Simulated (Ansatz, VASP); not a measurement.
# One calculation of HfN, two programs

Contents of INCAR:

```
PREC = Accurate
ENCUT = 520
EDIFF = 1E-8
ISMEAR = -1
SIGMA = 0.01
LREAL = F
LASPH = T
NELM = 100
ALGO = Normal
ISIF = 2
LWAVE = F
LCHARG = F
GGA = PS
LEFG = T
NBANDS = 14
```

The input KPOINTS:

```
regular mesh
0
Gamma
  10 10 10
```

POSCAR

```
HfN
1.0
    0.0000000000      2.2128850196      2.2128850196
    2.2128850196      0.0000000000      2.2128850196
    2.2128850196      2.2128850196      0.0000000000
Hf N
1 1
Direct
    0.0000000000      0.0000000000      0.0000000000
    0.5000000000      0.5000000000      0.5000000000
```

Input for Ansatz:

```yaml
crystal:
  lattice:
    - [0.0, 2.2128850196, 2.2128850196]
    - [2.2128850196, 0.0, 2.2128850196]
    - [2.2128850196, 2.2128850196, 0.0]
  atoms:
    - { symbol: Hf, position: [0.0, 0.0, 0.0] }
    - { symbol: "N", position: [0.5, 0.5, 0.5] }
kpoints:
  mp_grid: { grid: [10, 10, 10] }
scf:
  occupations: { method: fermi_dirac, width: 0.01 }
hamiltonian:
  xc: pbesol
  pseudopotentials: { kind: paw }
output:
  forces: true
  stress: true
  eigenvalues: true
  efg: { contact_densities: true }
```

Change from the starting cell: volume scaled by 0.94, PAW files.

Alike in both runs: task electric field gradients; functional PBEsol; k mesh 10 × 10 × 10; occupations fermi-dirac, width 0.01 eV; no spin polarisation.

|  | VASP | Ansatz |
| --- | --- | --- |
| version | VASP 6.6.1 | Ansatz 0.2.0 |
| potentials or method | VASP PAW PBE potentials, release 64 (Hf_pv, N) | PAW with Ansatz's default frozen-core files, scalar-relativistic |
| plane-wave cutoff (eV) | 520 | 420 |
| valence electrons in the cell | 15 | 31 |

Ansatz gave:

```
pressure (GPa)                                                 : 16.1
Vzz of the field gradient on the site that differs most (V/Å²) : 0.0
```

Q: Which values does VASP return?

A: Pressure (GPa): 13.9; Vzz of the field gradient on the site that differs most (V/Å²): 0.0.

The two sets of potentials don't hold the same shells in valence. Ansatz warned: «gradients_without_spin_orbit».

Caveats: the PAW data sets were made with another functional, which shifts forces and pressure a little (VASP). The runs have no spin-orbit coupling, so splittings on Hf are missing.
